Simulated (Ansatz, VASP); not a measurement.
## Two plane-wave programs on ScAl3

File INCAR:

```
SYSTEM = ScAl3
  PREC = Accurate
  ENCUT = 520
  EDIFF = 1E-7
  ISMEAR = -1
  SIGMA = 0.1
  LREAL = .FALSE.
  LASPH = .TRUE.
  NELM = 100
  ALGO = Normal
  ISIF = 2
  LWAVE = .FALSE.
  LCHARG = .FALSE.
  GGA = PE
  IVDW = 13
  NBANDS = 18
```

Contents of KPOINTS:

```
regular mesh
0
G
  5 5 5
  0 0 0
```

File POSCAR:

```
ScAl3
1.0
    4.0878070000      0.0000000000      0.0000000000
    0.0000000000      4.0878070000      0.0000000000
    0.0000000000      0.0000000000      4.0878070000
Sc Al
1 3
Direct
    0.0000000000      0.0000000000      0.0000000000
    0.5000000000      0.0000000000      0.5000000000
    0.0000000000      0.5000000000      0.5000000000
    0.5000000000      0.5000000000      0.0000000000
```

Input for Ansatz:

```yaml
crystal:
  lattice:
    - [4.087807, 0.0, 0.0]
    - [0.0, 4.087807, 0.0]
    - [0.0, 0.0, 4.087807]
  atoms:
    - { symbol: Sc, position: [0.0, 0.0, 0.0] }
    - { symbol: Al, position: [0.5, 0.0, 0.5] }
    - { symbol: Al, position: [0.0, 0.5, 0.5] }
    - { symbol: Al, position: [0.5, 0.5, 0.0] }
basis:
  ecutwfc: 420.0
kpoints:
  mp_grid:
    grid: [5, 5, 5]
hamiltonian:
  xc: pbe
  dispersion: d4
scf:
  occupations:
    method: fermi_dirac
    width: 0.1
output:
  cutoff_correction: 670.0
```

The cell is a database's computed one.

Alike in both runs: task single point; functional PBE; dispersion D4; k mesh 5 × 5 × 5; occupations fermi-dirac, width 0.1 eV; no spin polarisation.

```csv
,VASP,Ansatz
version,VASP 6.6.1,Ansatz 0.2.0
potentials or method,"VASP PAW PBE potentials, release 64 (Sc_sv, Al)","plane waves, PAW"
plane-wave cutoff (eV),520,420
valence electrons in the cell,20,20
```

```tsv
	VASP	Ansatz	Ansatz less VASP
dispersion energy (meV/atom)	-343.0	-343.2	-0.14
```
